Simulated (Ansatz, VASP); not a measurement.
**One calculation of Si, two programs**

```
Si
1.0
     0.00000    2.76978    2.71547
     2.76978    0.00000    2.71547
     2.76978    2.76978    0.00000
Si
2
Direct
  0.50000 0.50000 0.50000
  0.75000 0.75000 0.75000
```

Change from the starting cell: equal xx and yy strain of +2 %.

Alike in both runs: task single point; functional PBE; k mesh 11 × 11 × 11; occupations fermi-dirac, width 0.08 eV; no spin polarisation.

|  | VASP | Ansatz |
| --- | --- | --- |
| version | VASP 6.6.1 | Ansatz 0.2.0 |
| potentials or method | VASP PAW PBE potentials, release 64 (Si), cutoff 520 eV | all-electron LAPW, scalar-relativistic |

```tsv
	VASP	Ansatz	Ansatz less VASP
pressure (GPa)	-1.6	-1.6	+0.05
largest component of the traceless stress (GPa)	1.22	1.22	-0.003
```

Ansatz ran all-electron here, so the differences hold the error of VASP's frozen core and of both bases.
